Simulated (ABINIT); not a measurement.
A run of ABINIT 10.8.3 (patched build):

File run.abi:

```
# Pseudopotentials
pp_dirpath "./"
pseudos "Ba.LDA_PW-JTH.xml, Ti.LDA_PW-JTH.xml, O.LDA_PW-JTH.xml"

# Structure
acell 3.9998 3.9998 4.018 Angstrom
rprim
     1.0000000000     0.0000000000     0.0000000000
     0.0000000000     1.0000000000     0.0000000000
     0.0000000000     0.0000000000     1.0000000000
ntypat 3
znucl 56 22 8
natom 5
typat 1 2 3 3 3
xred
     0.0000000000     0.0000000000     0.0000000000
     0.5000000000     0.5000000000     0.4900000000
     0.0000000000     0.5000000000     0.5170000000
     0.5000000000     0.0000000000     0.5170000000
     0.5000000000     0.5000000000     0.0190000000

# Plane-wave basis
ecut 23.0
pawecutdg 45.0

# k points
kptopt 1
ngkpt 6 6 6
nshiftk 1
shiftk 0.0 0.0 0.0

# Exchange and correlation
ixc 7

# Bands and occupations
nband 24
occopt 3
tsmear 0.05 eV

# SCF cycle
nstep 100
tolvrs 1.0e-9

# Output
iomode 3
prtwf 0
prteig 0
prtebands 0
prtvol 2
prtden 1
prtvha 1
prtvclmb 1
prtpot 1
```

Potentials or basis: JTH PAW LDA v2.0.

Run with:

```console
$ abinit run.abi > log 2>&1
```

Hardware: 1 thread of Arm Neoverse V1 (shared host).

Task: Estimate the wall time of this run.

Result: It took 99 s on 1 thread of Arm Neoverse V1, on a shared host, peak memory 0.15 GiB. Counts: scf iterations 15, k points 40, bands 24, plane waves 2308.
